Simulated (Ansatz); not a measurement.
# ZrB: one candidate of a structure search, part 2 of 2

Aim: relax a trial structure of ZrB and see where it ends.

Ansatz 0.2.0; DFT PBE, scalar-relativistic, plane waves, PAW.

**5. Full relaxation**

The end of the coarse run is made exact in the group found at a tolerance of 0.06 Å and reduced to its primitive cell.

Contents of input.yaml:

```yaml
crystal:
  lattice:
    - [0.0, 2.6496674998, 2.6496674998]
    - [2.6496674998, 0.0, 2.6496674998]
    - [2.6496674998, 2.6496674998, 0.0]
  atoms:
    - { symbol: Zr, position: [0.25, 0.25, 0.25] }
    - { symbol: B, position: [0.0, 0.0, 0.0] }
basis:
  ecutwfc: 420
kpoints:
  mp_grid: { grid: [18, 18, 18] }
hamiltonian:
  xc: pbe
scf:
  occupations: { method: gaussian, width: 0.1 }
output:
  forces: true
  stress: true
  eigenvalues: true
  write_density: true
  write_potential: true
  elf: true
  volumetric_format: npy
relax:
  adjacent_minimum: "off"
  f_tol: 0.01
  max_steps: 80
  cell: { stress_tol: 0.05 }
```

Launch:

```bash
> ansatz run input.yaml --threads 1 --pin off --max-ram 2048MiB --backend cpu --events-out ev --progress --plain --runs-dir out
```

The program printed:

```text
Warning: RAYON_NUM_THREADS=1 ignored (pool sized by the plan → 1); use --threads N
Engine: ansatz 0.2.0, aarch64-unknown-linux-gnu
Pseudopotentials: kind: paw
Pseudopotential: Zr, paw, valence charge 12, recommended cutoff 420 eV (normal), Zr.paw.azcp
Pseudopotential: B, paw, valence charge 3, recommended cutoff 420 eV (normal), B.paw.azcp
Functional definition: PBE
  parameter kappa = 0.804
  parameter beta = 0.06672455060314922
  exchange = pbe_x(kappa = kappa, mu = beta*pi^2/3)
  correlation = pbe_c(beta = beta)
Crystal: 2 atoms, lattice volume = 37.205 Å³
Basis set: ecut = 420 eV, 725 PW (Γ), exchange–correlation on 54×54×54 points (8 copies of the dense FFT grid, shifted against one another)
Bands: 12, of which v1, the nominal top of the filled ones, is band 8 counted from 1 (7 counted from 0)
Symmetry: 24 space group operations
Space group: F-43m (ITA 216), of the structure as read, at distance tolerance 3.3e-5 Å
k-points: 195 of 5832 (time reversal used)
Non-local potential: Zr, projectors of the file, l = 0: 3, l = 1: 2, l = 2: 2, l = 3: 2
Non-local potential: B, projectors of the file, l = 0: 2, l = 1: 2, l = 2: 1
PAW form: soft (Blöchl's): semilocal exchange-correlation on the pseudo side does not see the compensation charge
PAW one-centre angular grid: Zr, 590 points (default); XC on 64 Gauss nodes
PAW one-centre angular grid: B, 110 points (default); XC on 64 Gauss nodes
Initial density: superposition of atomic densities (neutral atoms: chi_scale 0, normalization atom), corrected by the library's trained network
Initial wavefunctions: pseudopotential atomic-orbital guess
Functional: x = pbe(κ = 0.804, μ = 0.2195149727645171), c = pbe(β = 0.06672455060314922)
SCF iter   1: F=—  HF=-4338.748587 eV  |F-HF|=—  |Δ(HF+E_count)|=         —  Δρ=2.06e-3  dr2=1.64e-3  ethr=1.77e-3  ⟨swp⟩=4.9  Hψ=11973  notcnv=0
preconditioner: auto → none  [metal: Δε(μ)=0.016 eV  Ē_g=6.160 eV  σ=0.100 eV  W_gap=0.09  n_scr=8 (ndim 8)  ℏωp=16.1 eV  f_vac=0.000  D(μ)=1.44/eV (n_scr^D=14)  sad-step TF]
SCF iter   2: F=—  HF=-4338.748508 eV  |F-HF|=—  |Δ(HF+E_count)|=   7.94e-5  Δρ=1.22e-3  dr2=6.32e-4  ethr=1.09e-5  ⟨swp⟩=2.5  Hψ=5011  notcnv=0
SCF iter   3: F=—  HF=-4338.748476 eV  |F-HF|=—  |Δ(HF+E_count)|=   3.23e-5  Δρ=2.16e-4  dr2=1.91e-5  ethr=4.21e-6  ⟨swp⟩=2.0  Hψ=2975  notcnv=0
SCF iter   4: F=—  HF=-4338.748476 eV  |F-HF|=—  |Δ(HF+E_count)|=   5.93e-8  Δρ=5.88e-5  dr2=7.04e-7  ethr=1.27e-7  ⟨swp⟩=2.3  Hψ=3625  notcnv=0
iter 5 did not close the SCF: its close was put off for the readings that it lacked (scf_convergence_deferred on its scf_iter line)
SCF iter   5: F=-4338.748476 eV  HF=-4338.748476 eV  |F-HF|=5.88e-9  |Δ(HF+E_count)|=   4.47e-7  Δρ=1.08e-5  dr2=2.00e-8  ethr=4.69e-9  ⟨swp⟩=2.3  Hψ=3758  notcnv=0
SCF iter   6: F=-4338.748476 eV  HF=-4338.748476 eV  |F-HF|=9.96e-10  |Δ(HF+E_count)|=   2.98e-9  Δρ=3.45e-6  dr2=2.52e-9  ethr=1.33e-10  ⟨swp⟩=6.0  Hψ=11992  notcnv=0
SCF 1 converged in 6 iterations: F = -4338.748476 eV  dr2 = 2.52e-9
relax step   1: F+E_penalty+E_count = -4338.74847598 eV  Δ(F+E_penalty+E_count) = +0.000e0 eV  max|allowed force component| = 2.591e-16 eV/Å  Δτ_max = 0.0000 Å  P = -0.676 GPa  Ω = 37.205 Å³  (6 SCF iters, dr2 threshold 1.00e-7 eV, accepted)
Crystal: 2 atoms, lattice volume = 36.866 Å³
Initial density: handed on by an earlier stage of this run
Initial wavefunctions: those handed on with the density
iter 1 solved again at ethr=4.46e-6 eV; its pass at ethr=3.10e-3 eV (dr2=6.68e-4 eV) is discarded
SCF iter   1: F=—  HF=-4338.749259 eV  |F-HF|=—  |Δ(HF+E_count)|=         —  Δρ=9.37e-4  dr2=5.70e-4  ethr=4.46e-6  ⟨swp⟩=1.1  Hψ=14720  notcnv=0
preconditioner: auto → none  [metal: Δε(μ)=0.016 eV  Ē_g=6.196 eV  σ=0.100 eV  W_gap=0.09  n_scr=8 (ndim 8)  ℏωp=16.2 eV  f_vac=0.000  D(μ)=1.43/eV (n_scr^D=14)]
SCF iter   2: F=—  HF=-4338.749112 eV  |F-HF|=—  |Δ(HF+E_count)|=   1.47e-4  Δρ=2.66e-4  dr2=3.92e-5  ethr=3.80e-6  ⟨swp⟩=2.0  Hψ=2899  notcnv=0
SCF iter   3: F=—  HF=-4338.749105 eV  |F-HF|=—  |Δ(HF+E_count)|=   6.81e-6  Δρ=4.18e-5  dr2=3.58e-7  ethr=2.61e-7  ⟨swp⟩=2.0  Hψ=2970  notcnv=0
iter 4 did not close the SCF: its close was put off for the readings that it lacked (scf_convergence_deferred on its scf_iter line)
SCF iter   4: F=-4338.749105 eV  HF=-4338.749105 eV  |F-HF|=4.80e-9  |Δ(HF+E_count)|=   1.48e-7  Δρ=4.51e-6  dr2=6.95e-9  ethr=2.39e-9  ⟨swp⟩=2.1  Hψ=3260  notcnv=0
iter 5 did not close the SCF: its close was put off for the readings that it lacked (scf_convergence_deferred on its scf_iter line)
SCF iter   5: F=-4338.749105 eV  HF=-4338.749105 eV  |F-HF|=5.00e-11  |Δ(HF+E_count)|=   1.14e-9  Δρ=1.13e-6  dr2=1.27e-10  ethr=4.63e-11  ⟨swp⟩=2.8  Hψ=3758  notcnv=0
SCF iter   6: F=-4338.749105 eV  HF=-4338.749105 eV  |F-HF|=0.00e0  |Δ(HF+E_count)|=  7.28e-11  Δρ=1.12e-7  dr2=3.96e-12  ethr=1.00e-12  ⟨swp⟩=3.9  Hψ=10432  notcnv=0
SCF 2 converged in 6 iterations: F = -4338.749105 eV  dr2 = 3.96e-12
relax step   2: F+E_penalty+E_count = -4338.74910538 eV  Δ(F+E_penalty+E_count) = -6.294e-4 eV  max|allowed force component| = 6.708e-17 eV/Å  Δτ_max = 0.0000 Å  P = +0.219 GPa  Ω = 36.866 Å³  energy of the carried Pulay correction = +1.386e-4 eV  (6 SCF iters, dr2 threshold 2.00e-7 eV, accepted)
Crystal: 2 atoms, lattice volume = 36.948 Å³
iter 1 solved again at ethr=2.67e-7 eV; its pass at ethr=3.10e-3 eV (dr2=4.00e-5 eV) is discarded
SCF iter   1: F=—  HF=-4338.749134 eV  |F-HF|=—  |Δ(HF+E_count)|=         —  Δρ=2.30e-4  dr2=3.43e-5  ethr=2.67e-7  ⟨swp⟩=1.0  Hψ=14221  notcnv=0
preconditioner: auto → none  [metal: Δε(μ)=0.016 eV  Ē_g=6.179 eV  σ=0.100 eV  W_gap=0.09  n_scr=8 (ndim 8)  ℏωp=16.2 eV  f_vac=0.000  D(μ)=1.43/eV (n_scr^D=14)]
SCF iter   2: F=—  HF=-4338.749128 eV  |F-HF|=—  |Δ(HF+E_count)|=   6.07e-6  Δρ=6.52e-5  dr2=2.36e-6  ethr=2.28e-7  ⟨swp⟩=2.0  Hψ=2895  notcnv=0
iter 3 did not close the SCF: its close was put off for the readings that it lacked (scf_convergence_deferred on its scf_iter line)
SCF iter   3: F=-4338.749127 eV  HF=-4338.749127 eV  |F-HF|=6.90e-9  |Δ(HF+E_count)|=   5.66e-7  Δρ=1.02e-5  dr2=2.16e-8  ethr=1.58e-8  ⟨swp⟩=2.0  Hψ=2971  notcnv=0
iter 4 did not close the SCF: its close was put off for the readings that it lacked (scf_convergence_deferred on its scf_iter line)
SCF iter   4: F=-4338.749127 eV  HF=-4338.749127 eV  |F-HF|=3.35e-10  |Δ(HF+E_count)|=   8.96e-9  Δρ=1.13e-6  dr2=4.70e-10  ethr=1.44e-10  ⟨swp⟩=2.1  Hψ=3631  notcnv=0
iter 5 did not close the SCF: its close was put off for the readings that it lacked (scf_convergence_deferred on its scf_iter line)
SCF iter   5: F=-4338.749127 eV  HF=-4338.749127 eV  |F-HF|=1.82e-12  |Δ(HF+E_count)|=  8.73e-11  Δρ=2.70e-7  dr2=8.09e-12  ethr=3.13e-12  ⟨swp⟩=2.7  Hψ=3653  notcnv=0
SCF iter   6: F=-4338.749127 eV  HF=-4338.749127 eV  |F-HF|=0.00e0  |Δ(HF+E_count)|=  4.55e-12  Δρ=2.56e-8  dr2=2.33e-13  ethr=1.00e-12  ⟨swp⟩=4.0  Hψ=9158  notcnv=0
SCF 3 converged in 6 iterations: F = -4338.749127 eV  dr2 = 2.33e-13
relax step   3: F+E_penalty+E_count = -4338.74912740 eV  Δ(F+E_penalty+E_count) = -2.202e-5 eV  max|allowed force component| = 1.735e-16 eV/Å  Δτ_max = 0.0000 Å  P = -0.002 GPa  Ω = 36.948 Å³  energy of the carried Pulay correction = +1.048e-4 eV  (6 SCF iters, dr2 threshold 1.20e-7 eV, accepted)
Basis set: ecut = 420 eV, 725 PW (Γ), exchange–correlation on 50×50×50 points (8 copies of the dense FFT grid, shifted against one another)
Initial wavefunctions: pseudopotential atomic-orbital guess (no wavefunctions were taken with the density)
iter 1 solved again at ethr=4.68e-8 eV; its pass at ethr=3.10e-3 eV (dr2=7.02e-6 eV) is discarded
SCF iter   1: F=—  HF=-4338.749021 eV  |F-HF|=—  |Δ(HF+E_count)|=         —  Δρ=9.83e-6  dr2=4.81e-9  ethr=4.68e-8  ⟨swp⟩=3.2  Hψ=19437  notcnv=0
preconditioner: auto → none  [metal: Δε(μ)=0.016 eV  Ē_g=6.180 eV  σ=0.100 eV  W_gap=0.09  n_scr=8 (ndim 8)  ℏωp=16.2 eV  f_vac=0.000  D(μ)=1.43/eV (n_scr^D=14)]
SCF iter   2: F=—  HF=-4338.749026 eV  |F-HF|=—  |Δ(HF+E_count)|=   4.92e-6  Δρ=5.02e-6  dr2=1.03e-9  ethr=3.21e-11  ⟨swp⟩=2.9  Hψ=3845  notcnv=0
SCF iter   3: F=—  HF=-4338.749026 eV  |F-HF|=—  |Δ(HF+E_count)|=   7.69e-9  Δρ=8.89e-7  dr2=3.85e-11  ethr=6.85e-12  ⟨swp⟩=2.1  Hψ=3097  notcnv=0
iter 4 did not close the SCF: its close was put off for the readings that it lacked (scf_convergence_deferred on its scf_iter line)
SCF iter   4: F=-4338.749026 eV  HF=-4338.749026 eV  |F-HF|=0.00e0  |Δ(HF+E_count)|=  2.84e-10  Δρ=8.46e-8  dr2=1.76e-12  ethr=1.00e-12  ⟨swp⟩=2.3  Hψ=2942  notcnv=0
iter 5 did not close the SCF: its close was put off for the readings that it lacked (scf_convergence_deferred on its scf_iter line)
SCF iter   5: F=-4338.749026 eV  HF=-4338.749026 eV  |F-HF|=0.00e0  |Δ(HF+E_count)|=  1.82e-12  Δρ=1.08e-8  dr2=7.02e-14  ethr=1.00e-12  ⟨swp⟩=1.0  Hψ=2340  notcnv=0
iter 6 did not close the SCF: its close was put off for the readings that it lacked (scf_convergence_deferred on its scf_iter line)
SCF iter   6: F=-4338.749026 eV  HF=-4338.749026 eV  |F-HF|=0.00e0  |Δ(HF+E_count)|=  9.09e-13  Δρ=2.22e-9  dr2=1.87e-15  ethr=1.00e-12  ⟨swp⟩=1.0  Hψ=2340  notcnv=0
iter 7 did not close the SCF: its close was put off for the readings that it lacked (scf_convergence_deferred on its scf_iter line)
SCF iter   7: F=-4338.749026 eV  HF=-4338.749026 eV  |F-HF|=0.00e0  |Δ(HF+E_count)|=  9.09e-13  Δρ=1.50e-9  dr2=1.37e-15  ethr=1.00e-12  ⟨swp⟩=1.0  Hψ=2340  notcnv=0
SCF iter   8: F=-4338.749026 eV  HF=-4338.749026 eV  |F-HF|=2.73e-12  |Δ(HF+E_count)|=  9.09e-13  Δρ=3.72e-10  dr2=7.78e-17  ethr=1.00e-12  ⟨swp⟩=2.0  Hψ=6474  notcnv=0
SCF 4 converged in 8 iterations: F = -4338.749026 eV  dr2 = 7.78e-17
relax step   4: F+E_penalty+E_count = -4338.74902593 eV  Δ(F+E_penalty+E_count) = +1.015e-4 eV  max|allowed force component| = 1.457e-16 eV/Å  Δτ_max = 0.0000 Å  P = -0.005 GPa  Ω = 36.948 Å³  stress off target by 4.89e-3 GPa  SCF on the basis re-selected at this cell (its energy is not comparable with the rows above)  (8 SCF iters)
basis re-selected at this cell: Δ(F+E_penalty+E_count) = +1.015e-4 eV, ΔP = -0.003 GPa vs the last step (what re-selecting the basis moved, of the pressure what is left beyond the Pulay correction that the steps carried, after the strain that the cell walked since its last selection, with what the two solves' SCF thresholds leave and, on support functions, any second-order correction that the steps lacked; it is no measure of the basis error at this ecutwfc). The dense FFT grid was sized anew with the basis: this SCF ran on 25×25×25 points, the steps before it on 27×27×27, so part of this shift can come from that change (see relax.cell in the input reference). This SCF's stress stands 4.89e-3 GPa from its target on what of the cell is left free (relax.cell.stress_tol is 5.00e-2 GPa) and its largest allowed force component is 1.46e-16 eV/Å (relax.f_tol is 1.00e-2 eV/Å): within both
SCF converged after 8 iterations
Free energy (F): -4338.749026 eV
Harris-Foulkes:  -4338.749026 eV  (|F-HF|=2.73e-12)
Internal energy: -4338.741865 eV  (E = F + TS)
E sigma→0 (E₀):  -4338.745445 eV
Entropy (-TS):   -0.007161 eV (-3.581 meV/atom)
Fermi energy:    9.133579 eV
--- Per-component energies (eV) ---
  E_band       = -132.390962
  E_kinetic    = 377.462487
  E_local      = -808.780624  (includes V_loc(G=0)·N_el)
  E_nonlocal   = 93.642212
  E_hartree    = 257.561121
  E_xc         = -192.121161
  E_vxc        = -226.802015  (∫ρ·V_xc dr)
  E_paw        = -3032.618734  (= ΣΔE_a)
  E_vpaw       = -83.035285  (= ΣTr[D̂ρ^β])
  E_aug_tail   = 0.000022  (compensation charges beyond the density's cutoff)
  E_ewald      = -1033.887187
  E_smearing   = -0.007161  (= −TS)
  E_closure    = 0.000000  (closes the sum)
  Σ components = -4338.749026   (vs F -4338.749026, Δ=0.00e0)
--- Forces (eV/Å), atoms counted from 1 ---
  atom   1  Zr    -0.00000000     0.00000000     0.00000000
  atom   2  B      0.00000000    -0.00000000    -0.00000000
  max |Σ_I F_I| component: 1.53e-16 eV/Å
--- Stress (GPa, compression-positive) ---
       -0.004888      -0.000000      -0.000000
       -0.000000      -0.004888      -0.000000
       -0.000000      -0.000000      -0.004888
  P = ⅓ Tr σ = -0.0049 GPa (-0.049 kbar)
--- Band table (eV; the first three rows and the last of 195) ---
  k-point 0: bands = ["-38.8732", "-16.8379", "-16.8379", "-16.8379", "1.8951", "7.8414", "7.8414", "7.8414", "11.9671", "11.9671", "14.7886", "18.0507"]
  k-point 1: bands = ["-38.8725", "-16.8461", "-16.8391", "-16.8391", "1.9448", "7.7970", "7.8666", "7.8666", "11.9369", "11.9369", "14.8967", "17.9545"]
  k-point 2: bands = ["-38.8706", "-16.8698", "-16.8426", "-16.8426", "2.0895", "7.6795", "7.9374", "7.9374", "11.8638", "11.8638", "15.1813", "17.7194"]
  k-point 194: bands = ["-38.8443", "-17.0363", "-16.9958", "-16.9416", "4.3185", "7.1873", "8.7142", "9.5833", "10.3313", "12.2262", "13.4636", "14.6183"]
--- Relaxed structure (3 steps of the walk, 3 accepted, 1 SCFs on fresh bases) ---
  F+E_penalty+E_count = -4338.74902593 eV   max|allowed force component| = 1.457e-16 eV/Å   (the final SCF, on the basis selected at the relaxed cell)
  cell:  # Å, volume = 36.9483 Å³
    - [6.751367943586657e-34, 2.6435539367305068, 2.6435539367305068]
    - [2.6435539367305068, 7.299120437122933e-33, 2.6435539367305068]
    - [2.6435539367305068, 2.6435539367305068, 7.541150608685473e-33]
  atoms:
    - { symbol: Zr, position: [0.25, 0.25, 0.25] }
    - { symbol: B, position: [-8.404286569412301e-34, 1.2190001240318743e-33, 1.252314413135851e-33] }
```

Run time: 50 s. Hardware: 1 thread of Arm Neoverse V1, shared host; peak memory 0.42 GiB.

Relaxation path:

```csv
step,energy from step 1 (eV/cell),largest force component (eV/Å),pressure (GPa),volume (Å³)
1,0.0000,0.0000,-0.68,37.21
2,-0.0006,0.0000,0.22,36.87
3,-0.0007,0.0000,0.00,36.95
4,-0.0006,0.0000,0.00,36.95
```

Step 1 is the start. Step 4 repeats the geometry before it on a plane-wave basis chosen anew for that cell, so its energy need not be comparable with the rows above.

Lengths and angles in the start's conventional setting:

|  | before | after | change |
| --- | --- | --- | --- |
| a (Å) | 5.299 | 5.287 | -0.2 % |
| b (Å) | 5.299 | 5.287 | -0.2 % |
| c (Å) | 5.299 | 5.287 | -0.2 % |
| volume (Å³/atom) | 18.60 | 18.47 | -0.7 % |
| shortest distance (Å) | 2.295 | 2.289 | -0.2 % |
| space group (0.01 Å) | F-43m | F-43m | same |

Forces and stress were held to the start's 24 operations: a distortion of lower symmetry was not tested.

The maps below are laid out on this run's own conventional cell (a, b, c = 5.287, 5.287, 5.287 Å).

Density in a lattice plane of the grid's cell (edges 5.29 and 5.29 Å, at 0.000 of the third edge), which holds B.

Ten even steps from '0' (0.05 e/Å³) to '9' (0.68 e/Å³):
```
789853210000000001235898
998642110000000001124689
765432110000000001123456
433221111011111011112233
221111111112221111111112
111011112233433221111011
000001123456765432110000
000001124689998642110000
000001235898789853210000
000001236896369863210000
000001235898789853210000
000001124689998642110000
000001123456765432110000
111011112233433221111011
221111111112221111111112
433221111011111011112233
765432110000000001123456
998642110000000001124689
789853210000000001235898
369863210000000001236896
```
Columns run along the first of these edges and rows up along the second, over one cell in 24 and 20 even steps from the bottom left corner. Atoms in the plane (fractional): B at (0.00, 0.00), B at (0.50, 0.50).

ELF in the same plane.

Values, 12 rows by 12 columns:
```
0.36 0.66 0.74 0.43 0.17 0.14 0.16 0.14 0.17 0.43 0.74 0.66
0.80 0.74 0.42 0.13 0.08 0.17 0.30 0.17 0.08 0.13 0.42 0.74
0.65 0.43 0.13 0.06 0.13 0.43 0.65 0.43 0.13 0.06 0.13 0.43
0.30 0.17 0.08 0.13 0.42 0.74 0.80 0.74 0.42 0.13 0.08 0.17
0.16 0.14 0.17 0.43 0.74 0.66 0.36 0.66 0.74 0.43 0.17 0.14
0.16 0.16 0.30 0.65 0.80 0.36 0.02 0.36 0.80 0.65 0.30 0.16
0.16 0.14 0.17 0.43 0.74 0.66 0.36 0.66 0.74 0.43 0.17 0.14
0.30 0.17 0.08 0.13 0.42 0.74 0.80 0.74 0.42 0.13 0.08 0.17
0.65 0.43 0.13 0.06 0.13 0.43 0.65 0.43 0.13 0.06 0.13 0.43
0.80 0.74 0.42 0.13 0.08 0.17 0.30 0.17 0.08 0.13 0.42 0.74
0.36 0.66 0.74 0.43 0.17 0.14 0.16 0.14 0.17 0.43 0.74 0.66
0.02 0.36 0.80 0.65 0.30 0.16 0.16 0.16 0.30 0.65 0.80 0.36
```
Columns run along the first of these edges and rows up along the second, over one cell in 12 and 12 even steps from the bottom left corner. Atoms in the plane (fractional): B at (0.00, 0.00), B at (0.50, 0.50).

Both are smooth fields of the valence electrons: close to the nuclei they are not physical.

Maxima of ELF outside the ion cores: 0.80 beside B, off the lines to its neighbours, 0.8 Å from B.

**6. Summary of results**

What follows sums up all 2 parts. Changes of volume or cell count from the first structure of part 1.

```
                              quantity                                                                      value
symmetry at the end (tolerance 0.05 Å)                                                space group F-43m (No. 216)
                     conventional cell  a = 5.287 Å, b = 5.287 Å, c = 5.287 Å, α = 90.00°, β = 90.00°, γ = 90.00°
                                volume                                                              18.47 Å³/atom
              energy over the elements                                                              +0.50 eV/atom
                       gap on the mesh                                                               none (metal)
```

The space group F-43m (No. 216) is kept, and the volume per atom shrinks by 7.4 % from the first guess. With a positive formation energy it can't be a ground state. No finished test with a distortion of lower symmetry is shown, so the end may be a saddle point. Other magnetic orders were not searched.
